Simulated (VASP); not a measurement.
# CdS (Fm-3m) in VASP: further runs

The runs below take CdS through relaxation of cell and atoms, single point, relaxation of the atoms, with PBEsol, BEEF-vdW.

Program: VASP 6.6.1. These are calculated values, not measurements. Logs are shortened: lines on timing, memory, paths and dates and some standing lists are left out, and cuts for length are marked.

### 1 The structure

The structure is cubic, space group Fm-3m (No. 225). Conventional cell: a = 5.506 Å, b = 5.506 Å, c = 5.506 Å, α = 90.00°, β = 90.00°, γ = 90.00°. Around Cd (site symmetry m-3m) lie 6 S at 2.75 Å. S (site symmetry m-3m) has 6 Cd at 2.75 Å as nearest neighbours.

Measurements of this composition are mostly on another form, of space group No. 186.

### 2 Relaxation of cell and atoms, PBEsol, spin-orbit coupling, no magnetisation

Contents of INCAR:

```
ALGO = Normal ; EDIFF = 1E-6
EDIFFG = -0.01 ; ENCUT = 600
GGA = PS ; GGA_COMPAT = False
IBRION = 2 ; ISIF = 3
ISMEAR = -1 ; LASPH = True
LCHARG = False ; LORBIT = 11
LREAL = False ; LSORBIT = True
LWAVE = False ; MAGMOM = 0 0 0 0 0 0
NELM = 60 ; NSW = 40
PREC = Accurate ; SIGMA = 0.05
```

Contents of KPOINTS:

```
k-points
0
Gamma
  6 6 6
```

Contents of POSCAR:

```
CdS
1.0
    0.0000000000      2.7532440000      2.7532440000
    2.7532440000      0.0000000000      2.7532440000
    2.7532440000      2.7532440000      0.0000000000
Cd S
1 1
Direct
    0.0000000000      0.0000000000      0.0000000000
    0.5000000000      0.5000000000      0.5000000000
```

Potentials or basis: VASP PAW PBE potentials, release 64 (Cd, S).

The run is started by

```console
$ cat potpaw_PBE.64/Cd/POTCAR potpaw_PBE.64/S/POTCAR > POTCAR
$ mpirun -np 1 vasp_ncl > vasp.out
```

OUTCAR:

```text
EDIFF = 1E-6
   EDIFFG = -0.01
   ENCUT = 600
   GGA = PS
   IBRION = 2
   ISIF = 3
   ISMEAR = -1
   LASPH = True
   LORBIT = 11
   LREAL = False
   LSORBIT = True
   NELM = 60
   NSW = 40
   PREC = Accurate

 ion  position               nearest neighbor table
   1  0.000  0.000  0.000-   2 2.75   2 2.75   2 2.75   2 2.75   2 2.75   2 2.75
   2  0.500  0.500  0.500-   1 2.75   1 2.75   1 2.75   1 2.75   1 2.75   1 2.75

  LATTYP: Found a face centered cubic cell.
 ALAT       =     5.5064880000

  Lattice vectors:

 A1 = (   0.0000000000,   2.7532440000,   2.7532440000)
 A2 = (   2.7532440000,   0.0000000000,   2.7532440000)
 A3 = (   2.7532440000,   2.7532440000,   0.0000000000)

Analysis of symmetry for initial positions (statically):
=====================================================================
 Subroutine PRICEL returns:
 Original cell was already a primitive cell.

 Routine SETGRP: Setting up the symmetry group for a
 face centered cubic supercell.

 Subroutine GETGRP returns: Found 48 space group operations
 (whereof 48 operations were pure point group operations)
 out of a pool of 48 trial point group operations.

The static configuration has the point symmetry O_h .

Analysis of symmetry for dynamics (positions and initial velocities):
=====================================================================
 Subroutine PRICEL returns:
 Original cell was already a primitive cell.

 Routine SETGRP: Setting up the symmetry group for a
 face centered cubic supercell.

 Subroutine GETGRP returns: Found 48 space group operations
 (whereof 48 operations were pure point group operations)
 out of a pool of 48 trial point group operations.

The dynamic configuration has the point symmetry O_h .

Analysis of structural, dynamic, and magnetic symmetry:
=====================================================================
 Subroutine PRICEL returns:
 Original cell was already a primitive cell.

 Routine SETGRP: Setting up the symmetry group for a
 face centered cubic supercell.

 Subroutine GETGRP returns: Found 48 space group operations
 (whereof 48 operations were pure point group operations)
 out of a pool of 48 trial point group operations.

The overall configuration has the point symmetry O_h .

 Subroutine INISYM returns: Found 48 space group operations
 (whereof 48 operations are pure point group operations),
 and found     1 'primitive' translations

----------------------------------------------------------------------------------------

                                     Primitive cell

  volume of cell :      41.7411

  direct lattice vectors                    reciprocal lattice vectors
     0.000000000  2.753244000  2.753244000    -0.181603955  0.181603955  0.181603955
     2.753244000  0.000000000  2.753244000     0.181603955 -0.181603955  0.181603955
     2.753244000  2.753244000  0.000000000     0.181603955  0.181603955 -0.181603955

  length of vectors
     3.893675005  3.893675005  3.893675005     0.314547277  0.314547277  0.314547277

  position of ions in fractional coordinates (direct lattice)
     0.000000000  0.000000000  0.000000000
     0.500000000  0.500000000  0.500000000

  ion indices of the primitive-cell ions
   primitive index   ion index
                 1           1
                 2           2

----------------------------------------------------------------------------------------

 KPOINTS: k-points

Automatic generation of k-mesh.
 Grid dimensions read from file:
 generate k-points for:    6    6    6

 Generating k-lattice:

  Cartesian coordinates                     Fractional coordinates (reciprocal lattice)
[... 58 lines left out ...]
   ISYM   =      2    0-nonsym 1-usesym 2-fastsym
   POTIM  = 0.5000    time-step for ionic-motion
   TEBEG  =    0.0;   TEEND  =   0.0 temperature during run
   PSTRESS=    0.0 pullay stress
   NELECT =      18.0000    total number of electrons
   NUPDOWN=      -1.0000    fix difference up-down
   EMIN   =  10.00;   EMAX   =-10.00  energy-range for DOS
   EFERMI =   0.00;   METHOD = LEGACY
   ISMEAR =    -1;   SIGMA  =   0.05  broadening in eV -4-tet -1-fermi 0-gaus
   EFERMI_NEDOS =   21; number of points for ismear=-14 and -15
   IALGO  =     38    algorithm
   IMIX   =      4    mixing-type and parameters
     AMIX     =   0.40;   BMIX     =  1.00
     AMIX_MAG =   1.60;   BMIX_MAG =  1.00
  volume/ion in A,a.u.               =      20.87       140.84
  Fermi-wavevector in a.u.,A,eV,Ry     =   1.236833  2.337275 20.813583  1.529755
  Thomas-Fermi vector in A             =   2.371425
   LORBIT       =     11    0 simple, 1 ext, 2 COOP (PROOUT), +10 PAW based schemes
   GGA     = PS    functional components
   LHFCALC =     F    Hartree Fock is set to
   AEXX    =    0.0000 exact exchange contribution
   IVDW    =     0    specifies the selected vdW correction
   LEPSILON=     F    determine dielectric tensor
   LRPA    =     F    only Hartree local field effects (RPA)
 conjugate gradient relaxation of ions
  energy-cutoff  :      600.00
  volume of cell :       41.74
 maximum number of plane-waves:      2822
   NGX = 15   NGY = 15   NGZ = 15

--------------------------------------- Ionic step        1  -------------------------------------------

 number of electron      18.0000000 magnetization       0.0000000      0.0000000      0.0000000

 number of electron      17.9999999 magnetization      -0.0000000      0.0000000     -0.0000000

 number of electron      17.9999999 magnetization      -0.0000000      0.0000000      0.0000000

 Free energy of the ion-electron system (eV)
  ---------------------------------------------------
  ext. energy  EPLUGINS =         0.00000000
  ---------------------------------------------------
  free energy    TOTEN  =        -6.64062339 eV

  energy without entropy =       -6.63718699  energy(sigma->0) =       -6.63890519

------------------------ aborting loop because EDIFF is reached ----------------------------------------

  FORCE on cell =-STRESS in cart. coord.  units (eV):
  Direction    XX          YY          ZZ          XY          YZ          ZX
  --------------------------------------------------------------------------------------
  -------------------------------------------------------------------------------------
  Total       -1.0458762     -1.0458762     -1.0458762     -0.0000000      0.0000000     -0.0000000
  in kB      -40.1445646    -40.1445646    -40.1445646     -0.0000000      0.0000000     -0.0000000
  external PRESSURE =     -40.1445646 kB  Pullay stress =       0.0000000 kB
[... 67 lines left out ...]
 number of electron      18.0000000 magnetization       0.0000000      0.0000000      0.0000000

 number of electron      18.0000000 magnetization      -0.0000000     -0.0000000     -0.0000000

 Free energy of the ion-electron system (eV)
  ---------------------------------------------------
  ext. energy  EPLUGINS =         0.00000000
  ---------------------------------------------------
  free energy    TOTEN  =        -6.66960658 eV

  energy without entropy =       -6.66626321  energy(sigma->0) =       -6.66793490

 E-fermi :   3.2709     XC(G=0): -10.7757

 val. band max:        3.1670964649   @ k =   0.5000   0.0000   0.0000
 cond. band min:       3.2856912295   @ k =   0.5000   0.5000   0.0000
 fundamental gap:      0.1185947646
 Fermi energy:         3.2708724135

 k-point     1 :       0.0000    0.0000    0.0000
  band No.  band energies     occupation
      1      -9.9180      1.00000
      2      -9.9180      1.00000
      3      -4.9261      1.00000
      4      -4.9261      1.00000
      5      -4.9261      1.00000
      6      -4.9261      1.00000
[... 482 lines left out ...]
  FREE ENERGIE OF THE ION-ELECTRON SYSTEM (eV)
  ---------------------------------------------------
  free  energy   TOTEN  =        -6.6696065821 eV

  energy  without entropy=       -6.6662632101  energy(sigma->0) =       -6.66793490

 reached required accuracy - stopping structural energy minimisation

 Spin-Orbit-Coupling matrix elements

 Ion:    1  E_soc:     -0.0538516
 l=   1
     0.0000000    -0.0020707    -0.0020707
    -0.0020707     0.0000000    -0.0020707
    -0.0020707    -0.0020707     0.0000000
 l=   2
     0.0000000    -0.0013983     0.0000000    -0.0013983    -0.0055062
    -0.0013983     0.0000000    -0.0041297    -0.0013983    -0.0013766
     0.0000000    -0.0041297     0.0000000    -0.0041297     0.0000000
    -0.0013983    -0.0013983    -0.0041297     0.0000000    -0.0013766
    -0.0055062    -0.0013766     0.0000000    -0.0013766     0.0000000
 l=   3
     0.0000000     0.0000000     0.0000000     0.0000000     0.0000000     0.0000000     0.0000000
     0.0000000     0.0000000     0.0000000     0.0000000     0.0000000     0.0000000     0.0000000
     0.0000000     0.0000000     0.0000000     0.0000000     0.0000000     0.0000000     0.0000000
     0.0000000     0.0000000     0.0000000     0.0000000     0.0000000     0.0000000     0.0000000
     0.0000000     0.0000000     0.0000000     0.0000000     0.0000000     0.0000000     0.0000000
     0.0000000     0.0000000     0.0000000     0.0000000     0.0000000     0.0000000     0.0000000
     0.0000000     0.0000000     0.0000000     0.0000000     0.0000000     0.0000000     0.0000000

 Ion:    2  E_soc:     -0.0020794
 l=   1
     0.0000000    -0.0003466    -0.0003466
    -0.0003466     0.0000000    -0.0003466
    -0.0003466    -0.0003466     0.0000000
 l=   2
     0.0000000     0.0000000     0.0000000     0.0000000     0.0000000
     0.0000000     0.0000000     0.0000000     0.0000000     0.0000000
     0.0000000     0.0000000     0.0000000     0.0000000     0.0000000
     0.0000000     0.0000000     0.0000000     0.0000000     0.0000000
     0.0000000     0.0000000     0.0000000     0.0000000     0.0000000
 l=   3
     0.0000000     0.0000000     0.0000000     0.0000000     0.0000000     0.0000000     0.0000000
     0.0000000     0.0000000     0.0000000     0.0000000     0.0000000     0.0000000     0.0000000
     0.0000000     0.0000000     0.0000000     0.0000000     0.0000000     0.0000000     0.0000000
     0.0000000     0.0000000     0.0000000     0.0000000     0.0000000     0.0000000     0.0000000
     0.0000000     0.0000000     0.0000000     0.0000000     0.0000000     0.0000000     0.0000000
     0.0000000     0.0000000     0.0000000     0.0000000     0.0000000     0.0000000     0.0000000
     0.0000000     0.0000000     0.0000000     0.0000000     0.0000000     0.0000000     0.0000000

 total charge

# of ion       s       p       d       tot
------------------------------------------
    1        0.389   0.269   9.581  10.239
    2        1.334   2.355   0.000   3.689
--------------------------------------------------
tot          1.723   2.624   9.581  13.928

 magnetization (x)

# of ion       s       p       d       tot
------------------------------------------
    1        0.000   0.000   0.000   0.000
    2        0.000  -0.000   0.000  -0.000
--------------------------------------------------
tot          0.000  -0.000   0.000   0.000

 magnetization (y)

# of ion       s       p       d       tot
------------------------------------------
    1       -0.000   0.000  -0.000  -0.000
    2        0.000   0.000   0.000   0.000
--------------------------------------------------
tot         -0.000   0.000  -0.000  -0.000

 magnetization (z)

# of ion       s       p       d       tot
------------------------------------------
    1        0.000   0.000   0.000   0.000
    2        0.000   0.000   0.000   0.000
--------------------------------------------------
tot          0.000   0.000   0.000   0.000
```

It took 1.9 min on 1 thread of Intel Xeon Platinum 8375C at 2.90GHz (Ice Lake), shared host; peak memory 0.33 GiB.

What came out:

- Free energy: -6.6696 eV
- Relaxed volume: 19.77 Å³/atom
- Relaxed cell: a = 3.824 Å, b = 3.824 Å, c = 3.824 Å, α = 60.00°, β = 60.00°, γ = 60.00°
- Space group after relaxing (to 0.05 Å): Fm-3m (No. 225)
- Energy gained by relaxing: 14.5 meV/atom
- Ionic steps: 3
- Pressure after relaxing: 0.0 GPa
- Valence electrons inside the program's atomic spheres: Cd 10.24; S 3.69

The path:
```
step  energy change (eV)  largest force (eV/Å)  pressure (GPa)  volume (Å³)
   1              0.0000                0.0000           -4.01        41.74
   2             -0.0236                0.0000            1.97        38.66
   3             -0.0290                0.0000            0.03        39.54
```

Final structure:
```
CELL_PARAMETERS angstrom
0.00000 2.70398 2.70398
2.70398 0.00000 2.70398
2.70398 2.70398 0.00000
ATOMIC_POSITIONS crystal
Cd 0.00000 0.00000 0.00000
S 0.50000 0.50000 0.50000
```

Caveat: the PAW data sets were made with another functional, which shifts forces and pressure a little.

(Part 1 of 3 ends here.)
